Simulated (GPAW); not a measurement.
# TaN (Fm-3m) in GPAW: settings compared

The runs below take TaN through equation of state, with optPBE-vdW, BLYP+D3(BJ).

Everything below comes from runs of GPAW 26.7.0. Logs are shortened: lines on timing, memory, paths and dates and some standing lists are left out, and cuts for length are marked. The log counts tension as positive stress, the text compression.

## (1) Starting point

Symmetry: Fm-3m, No. 225, cubic system. The conventional cell has a = 4.423 Å, b = 4.423 Å, c = 4.423 Å, α = 90.00°, β = 90.00°, γ = 90.00°. Around Ta (site symmetry m-3m) lie 6 N at 2.21 Å. N (site symmetry m-3m) has 6 Ta at 2.21 Å as nearest neighbours.

The cell comes from a database or a generator and needn't be the stable form of this composition.

## (2) Equation of state, optPBE-vdW

The input, run.py:

```python
from ase.eos import EquationOfState
from ase.io import Trajectory, read
from ase.units import GPa
from gpaw import GPAW, PW

atoms = read('TaN.xyz')

traj = Trajectory('eos.traj', 'w')
volumes, energies = [], []
for x in [0.94, 0.96, 0.98, 1.0, 1.02, 1.04, 1.06]:
    a = atoms.copy()
    a.set_cell(atoms.cell * x**(1 / 3), scale_atoms=True)
    calc = GPAW(mode=PW(800),
                xc={'name': 'optPBE-vdW', 'backend': 'libvdwxc'},
                kpts={'size': (8, 8, 8), 'gamma': True},
                occupations={'name': 'fermi-dirac', 'width': 0.05},
                nbands=19,
                convergence={'density': 1e-05, 'energy': 1e-05},
                maxiter=150,
                txt=f'eos-{x:.2f}.txt')
    a.calc = calc
    energies.append(a.get_potential_energy(force_consistent=True))
    volumes.append(a.get_volume())
    calc.write(f'eos-{x:.2f}.gpw')
    traj.write(a)
    print(f'{x:.2f} {volumes[-1]:10.4f} A^3 {energies[-1]:14.6f} eV', flush=True)

v0, e0, B = EquationOfState(volumes, energies, eos='birchmurnaghan').fit()
print(f'V0 = {v0:.4f} A^3, E0 = {e0:.6f} eV, B0 = {B / GPa:.2f} GPa')
```

The input, TaN.xyz:

```xyz
2
Lattice="0.0000000000 2.2113230000 2.2113230000 2.2113230000 0.0000000000 2.2113230000 2.2113230000 2.2113230000 0.0000000000" Properties=species:S:1:pos:R:3 pbc="T T T"
Ta     2.2113230000      2.2113230000      2.2113230000
N      0.0000000000      0.0000000000      0.0000000000
```

Potentials or basis: GPAW PAW data sets (gpaw-data 1.2.1), pw.

The run is started by

```
OMP_NUM_THREADS=1 python run.py
```

The program printed:

```text
__  _  _
 | _ |_)|_||  |
 |__||  | ||/\| - 26.7.0

Input parameters:
  mode=PW(ecut=800.0),
  convergence={'density': 1e-05, 'energy': 1e-05},
  kpts=MonkhorstPack(size=(8, 8, 8), gamma=True),
  maxiter=150,
  nbands=19,
  occupations=Occupations(name='fermi-dirac', width=0.05),
  xc=XC(name='optPBE-vdW', backend='libvdwxc')

Diagonalizing LCAO Hamiltonian
Converting LCAO to pw mode

              Ta

       N

Atoms  # Å, Bohr magnetons
|   | symbol |        x |        y |        z |    initial magnetic moments |
|---|--------|----------|----------|----------|-----------------------------|
| 0 |     Ta | 2.166181 | 2.166181 | 2.166181 | ( 0.0000,  0.0000,  0.0000) |
| 1 |      N | 0.000000 | 0.000000 | 0.000000 | ( 0.0000,  0.0000,  0.0000) |

Unit cell  # Å
| periodic |        x |        y |        z |  lengths |    angles |
|----------|----------|----------|----------|----------|-----------|
|      yes | 0.000000 | 2.166181 | 2.166181 | 3.063443 | 60.000000 |
|      yes | 2.166181 | 0.000000 | 2.166181 | 3.063443 | 60.000000 |
|      yes | 2.166181 | 2.166181 | 0.000000 | 3.063443 | 60.000000 |

Number of symmetries: 48
Symmetry operations  # r_c * U_cc + t_c -> r_c
|    | kind |            matrix            |
|----|------|------------------------------|
|  0 |  σ   |  1, 0, 0,  1, 0,-1,  1,-1, 0 |
|  1 |  C2  |  1, 0, 0,  1,-1, 0,  1, 0,-1 |
|  2 |  E   |  1, 0, 0,  0, 1, 0,  0, 0, 1 |
|  3 |  σ   |  1, 0, 0,  0, 0, 1,  0, 1, 0 |
|  4 |  C4  |  1, 0,-1,  1, 0, 0,  1,-1, 0 |
|  5 |  S6  |  1, 0,-1,  1,-1, 0,  1, 0, 0 |
|  6 |  σ   |  1, 0,-1,  0, 1,-1,  0, 0,-1 |
|  7 |  C3  |  1, 0,-1,  0, 0,-1,  0, 1,-1 |
|  8 |  S6  |  1,-1, 0,  1, 0, 0,  1, 0,-1 |
|  9 |  C4  |  1,-1, 0,  1, 0,-1,  1, 0, 0 |
| 10 |  C3  |  1,-1, 0,  0,-1, 1,  0,-1, 0 |
| 11 |  σ   |  1,-1, 0,  0,-1, 0,  0,-1, 1 |
| 12 |  σ   |  0, 1, 0,  1, 0, 0,  0, 0, 1 |
| 13 |  C4  |  0, 1, 0,  0, 1,-1, -1, 1, 0 |
| 14 |  C3  |  0, 1, 0,  0, 0, 1,  1, 0, 0 |
| 15 |  S6  |  0, 1, 0, -1, 1, 0,  0, 1,-1 |
| 16 |  C2  |  0, 1,-1,  1, 0,-1,  0, 0,-1 |
| 17 |  σ   |  0, 1,-1,  0, 1, 0, -1, 1, 0 |
| 18 |  S4  |  0, 1,-1,  0, 0,-1,  1, 0,-1 |
| 19 |  C4  |  0, 1,-1, -1, 1, 0,  0, 1, 0 |
| 20 |  C3  |  0, 0, 1,  1, 0, 0,  0, 1, 0 |
| 21 |  σ   |  0, 0, 1,  0, 1, 0,  1, 0, 0 |
| 22 |  S6  |  0, 0, 1,  0,-1, 1, -1, 0, 1 |
| 23 |  C4  |  0, 0, 1, -1, 0, 1,  0,-1, 1 |
| 24 |  S4  |  0, 0,-1,  1, 0,-1,  0, 1,-1 |
| 25 |  C3  |  0, 0,-1,  0, 1,-1,  1, 0,-1 |
| 26 |  C2  |  0, 0,-1,  0,-1, 0, -1, 0, 0 |
| 27 |  S6  |  0, 0,-1, -1, 0, 0,  0,-1, 0 |
| 28 |  S4  |  0,-1, 1,  1,-1, 0,  0,-1, 0 |
| 29 |  C4  |  0,-1, 1,  0, 0, 1, -1, 0, 1 |
| 30 |  C2  |  0,-1, 1,  0,-1, 0,  1,-1, 0 |
| 31 |  σ   |  0,-1, 1, -1, 0, 1,  0, 0, 1 |
| 32 |  C3  |  0,-1, 0,  1,-1, 0,  0,-1, 1 |
| 33 |  S6  |  0,-1, 0,  0, 0,-1, -1, 0, 0 |
| 34 |  S4  |  0,-1, 0,  0,-1, 1,  1,-1, 0 |
| 35 |  C2  |  0,-1, 0, -1, 0, 0,  0, 0,-1 |
| 36 |  C2  | -1, 1, 0,  0, 1, 0,  0, 1,-1 |
| 37 |  S6  | -1, 1, 0,  0, 1,-1,  0, 1, 0 |
| 38 |  S4  | -1, 1, 0, -1, 0, 1, -1, 0, 0 |
| 39 |  C3  | -1, 1, 0, -1, 0, 0, -1, 0, 1 |
| 40 |  S6  | -1, 0, 1,  0, 0, 1,  0,-1, 1 |
| 41 |  C2  | -1, 0, 1,  0,-1, 1,  0, 0, 1 |
| 42 |  C3  | -1, 0, 1, -1, 1, 0, -1, 0, 0 |
| 43 |  S4  | -1, 0, 1, -1, 0, 0, -1, 1, 0 |
| 44 |  C2  | -1, 0, 0,  0, 0,-1,  0,-1, 0 |
| 45 |  i   | -1, 0, 0,  0,-1, 0,  0, 0,-1 |
| 46 |  σ   | -1, 0, 0, -1, 1, 0, -1, 0, 1 |
| 47 |  C2  | -1, 0, 0, -1, 0, 1, -1, 1, 0 |

BZ-sampling:
  Number of BZ points: 512
  Number of IBZ points: 29

  Monkhorst-Pack size: [8, 8, 8]
  Monkhorst-Pack shift: [0.0625, 0.0625, 0.0625]

K-points  # in reciprocal-cell coordinates
|     |                                coordinates |     weight |
|-----|--------------------------------------------|------------|
|   0 | (  0.00000000,   0.00000000,   0.00000000) | 0.00195312 |
|   1 | (  0.12500000,   0.12500000,   0.00000000) | 0.01171875 |
|   2 | (  0.12500000,   0.12500000,   0.12500000) | 0.01562500 |
|   3 | (  0.25000000,   0.12500000,   0.12500000) | 0.02343750 |
|   4 | (  0.25000000,   0.25000000,   0.00000000) | 0.01171875 |
|   5 | (  0.25000000,   0.25000000,   0.12500000) | 0.04687500 |
|   6 | (  0.25000000,   0.25000000,   0.25000000) | 0.01562500 |
|   7 | (  0.37500000,   0.25000000,  -0.37500000) | 0.04687500 |
|   8 | (  0.37500000,   0.25000000,   0.12500000) | 0.04687500 |
|   9 | (  0.37500000,   0.25000000,   0.25000000) | 0.04687500 |
| ... |                                            |            |
|  28 | (  0.50000000,   0.50000000,   0.50000000) | 0.00781250 |

Plane wave coefficients: 1056
Cutoff: 800.0 eV

Spin-components: 1 (collinear spins)
Bands:           19
Projectors:      11
Spin-degeneracy: 2
Datatype:        complex128

Parallelization:
  kpt:    1
  domain: 1
  band:   1

Density:
  Valence electrons: 18.0
  Components: 1
  Grid points: [20 20 20]
  Charge: 0.0  # |e|

Potential:
  Grid points: [20 20 20]

species:
  Ta:
    name:    Tantalum
    Z:       73.0
    valence: 13
    core:    60
    charge:  0.0  # [|e|]
    compensation charges:
      type: gauss
      rc: 0.42  # [Å]
      lmax: 2
    cutoffs:
      filter: 2.36  # [Å]
      core: 3.45  # [Å]
    projectors
    | kind |    occ | energy [eV] | rcut [Å] |
    |------|--------|-------------|----------|
    |   5s |  2.000 |     -72.790 |    1.365 |
    |   6s |  2.000 |      -5.429 |    1.365 |
    |   5p |  6.000 |     -39.427 |    1.349 |
    |   6p |  0.000 |      -1.396 |    1.349 |
    |   5d |  3.000 |      -3.603 |    1.307 |
    |    d |        |      23.609 |    1.307 |

    Using partial waves for Ta as LCAO basis

  N:
    name:    Nitrogen
    Z:       7.0
    valence: 5
    core:    2
    charge:  0.0  # [|e|]
    compensation charges:
      type: gauss
      rc: 0.18  # [Å]
      lmax: 2
    cutoffs:
      filter: 1.11  # [Å]
      core: 0.96  # [Å]
    projectors
    | kind |    occ | energy [eV] | rcut [Å] |
    |------|--------|-------------|----------|
    |   2s |  2.000 |     -18.583 |    0.603 |
    |   2p |  3.000 |      -7.089 |    0.529 |
    |    s |        |       8.629 |    0.603 |
    |    p |        |      20.123 |    0.529 |
    |    d |        |       0.000 |    0.577 |

    Using partial waves for N as LCAO basis

Reference energy: -425654.162905  # eV

eigensolver:
  PPCG
  Converge bands: occupied
  niter=2

density mixing:
  MSR1-Mixer
  Pratt-step length: 0.05
  Maximum mixing coefficient: 0.75
  Old densities: 10
  SVD Regularization: 0.005
  Good broyden scale: 1.0
  Trust region scale: 1.0
  Backstep threshold: 4.0
  History deletion threshold: 6.0
  Fourier metric: weight=20.0, sigma=0.015

occupation numbers:
  Fermi-Dirac:
    width: 0.0500  # eV

poisson solver:
  ecut: 6400.0  # eV

xc functional:
  name: vdW-optPBE with libvdwxc
  Mode: serial
  Semilocal: GGA_X_OPTPBE_VDW+LDA_C_PW with 2 nearest neighbor stencil
  Corresponding non-local functional: vdW-DF
  Local blocksize: 40 x 40 x 40
  PAW datasets: PBE

convergence criteria:
- Maximum integral of absolute [dens]ity change: 1e-05 electrons / valence electron
- Maximum [total energy] change in last 3 cyles: 1e-05 eV / valence electron
- Maximum integral of absolute [eigenst]ate change: 4e-08 eV^2 / valence electron
maximum number of iterations: 150

SCF iterations
|iter     | |      energy | eigst |  dens |
|---------|-|-------------|-------|-------|
|iter:   1| |  -51.111673 | +0.23 |       |
|iter:   2| |  -50.535422 | -2.38 | -0.93 |
|iter:   3| |  -49.204982 | -1.46 | -1.00 |
|iter:   4| |  -49.217770 | -3.34 | -1.71 |
|iter:   5| |  -49.228077 | -3.29 | -1.92 |
|iter:   6| |  -49.228043 | -5.62 | -3.09 |
|iter:   7| |  -49.228049c| -6.74 | -3.61 |
|iter:   8| |  -49.228051c| -6.92 | -4.08 |
|iter:   9| |  -49.228051c| -8.82c| -5.30c|

Converged in 9 steps
Energy contributions relative to reference atoms: (reference = -425654.162905)

Energy contributions:
  Kinetic:          36.810853
  Coulomb:         -34.570060
  Zero:             -0.158566
  External:          0.000000
  Xc:              -51.307245
  Entropy:          -0.006065
  Spinorbit:         0.000000
  ----------------------------
  Free energy:     -49.231083
  Extrapolated:    -49.228051

dipole moment: (-10.736203, -10.736203, -10.736203)  # |e|*Ang

Fermi level: 16.400
Eigenvalues  # (at kpt = [0.000, 0.000, 0.000])
| band index |      eig [eV] | occ [0-2] |
|------------|---------------|-----------|
|          0 |       -53.132 |     2.000 |
|        ... |               |           |
|          3 |       -19.537 |     2.000 |
|          4 |        -2.759 |     2.000 |
|          5 |        12.364 |     2.000 |
|          6 |        12.364 |     2.000 |
|          7 |        12.365 |     2.000 |
|          8 |        14.145 |     2.000 |
[... 8 lines left out ...]
|         17 |        41.260 |     0.000 |
|         18 |        43.923 |     0.000 |

No gap
No difference between direct/indirect transitions
# Writing to eos-0.94.gpw (mode='')
```

Run time: 99 s. Hardware: 1 thread of Arm Neoverse V1, shared host; peak memory 0.26 GiB.

What came out:

```
Equilibrium volume                      : 10.98 Å³/atom
Bulk modulus                            : 316 GPa
Pressure derivative of the bulk modulus : 4.5 (rough: it moves with the points fitted)
```

Energy against volume, from the lowest point:
| volume (Å³/atom) | energy (meV/atom) |
| --- | --- |
| 10.164 | 68.42 |
| 10.381 | 35.32 |
| 10.597 | 13.83 |
| 10.813 | 2.42 |
| 11.030 | 0.00 |
| 11.246 | 5.98 |
| 11.462 | 19.27 |

Caveat: the PAW data sets were made with another functional, which shifts forces and pressure a little. The run has no spin-orbit coupling, so splittings on Ta are missing.

## (3) Equation of state, BLYP+D3(BJ)

The input, run.py:

```python
from ase import Atoms
from ase.calculators.mixing import SumCalculator
from ase.eos import EquationOfState
from ase.io import Trajectory
from ase.units import GPa
from dftd3.ase import DFTD3
from gpaw import GPAW, PW, setup_paths

setup_paths.insert(0, '.')

atoms = Atoms(['Ta', 'N'],
              cell=[[0.0, 2.211323, 2.211323],
                    [2.211323, 0.0, 2.211323],
                    [2.211323, 2.211323, 0.0]],
              scaled_positions=[[0.5, 0.5, 0.5],
                                [0.0, 0.0, 0.0]],
              pbc=True)

traj = Trajectory('eos.traj', 'w')
volumes, energies = [], []
for x in [0.94, 0.96, 0.98, 1.0, 1.02, 1.04, 1.06]:
    a = atoms.copy()
    a.set_cell(atoms.cell * x**(1 / 3), scale_atoms=True)
    calc = GPAW(mode=PW(800),
                xc='BLYP',
                kpts={'size': (8, 8, 8), 'gamma': True},
                occupations={'name': 'fermi-dirac', 'width': 0.05},
                nbands=19,
                convergence={'density': 1e-05, 'energy': 1e-05},
                eigensolver='davidson',
                maxiter=150,
                txt=f'eos-{x:.2f}.txt')
    a.calc = SumCalculator([calc, DFTD3(method='blyp', damping='d3bj')])
    energies.append(a.get_potential_energy())
    volumes.append(a.get_volume())
    p = -a.get_stress()[:3].mean() / GPa
    calc.write(f'eos-{x:.2f}.gpw')
    traj.write(a)
    print(f'{x:.2f} {volumes[-1]:10.4f} A^3 {energies[-1]:14.6f} eV {p:9.3f} GPa', flush=True)

v0, e0, B = EquationOfState(volumes, energies, eos='birchmurnaghan').fit()
print(f'V0 = {v0:.4f} A^3, E0 = {e0:.6f} eV, B0 = {B / GPa:.2f} GPa')
```

Potentials or basis: PAW data sets generated in the run's folder for this functional, pw.

The run is started by

```
gpaw-setup -f BLYP N Ta
OMP_NUM_THREADS=1 python run.py
```

It took 93 s on 1 thread of Arm Neoverse V1, shared host; peak memory 0.22 GiB.

The run converged. Its results:

| Quantity | Value |
| --- | --- |
| Equilibrium volume | 10.53 Å³/atom |
| Bulk modulus | 342 GPa |
| Pressure derivative of the bulk modulus | 4.6 |

Energy against volume, from the lowest point:
| volume (Å³/atom) | energy (meV/atom) |
| --- | --- |
| 10.164 | 14.37 |
| 10.381 | 1.92 |
| 10.597 | 0.00 |
| 10.813 | 7.13 |
| 11.030 | 22.35 |
| 11.246 | 45.02 |
| 11.462 | 74.13 |
